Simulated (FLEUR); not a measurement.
The system is KI.

```
I K
1.0
     0.00000    3.53277    3.53277
     3.53277    0.00000    3.53277
     3.53277    3.53277    0.00000
I K
1 1
Direct
  0.50000 0.50000 0.50000
  0.00000 0.00000 0.00000
```

Base run:

| Property | Result |
| --- | --- |
| Program | FLEUR MaX-R8.1 (later development tree) |
| Functional | r2SCAN |
| Potentials or basis | all-electron |
| Basis | FLAPW |
| Kmax | 4.1 1/bohr |
| k mesh | 7 × 7 × 7 |
| Occupations | fermi-dirac, width 0.05 eV |
| Spin | no spin polarisation |

Its results: band gap on the k mesh 4.40 eV, direct.

Question: The run is repeated on the same cell with these changes: functional from r2SCAN to AM05. What comes out?

Answer: Band gap on the k mesh 3.65 eV, direct.

r2SCAN gives the wider gap, since meta-GGAs in the generalised Kohn-Sham scheme recover part of the derivative discontinuity.

Caveats: spin-orbit coupling is left out, which moves the levels of the heavy elements; the meta-GGA is that of a development version, with a GGA for the radial functions and cores and without core tails (some runs).

Not every run made on this cell is shown here.
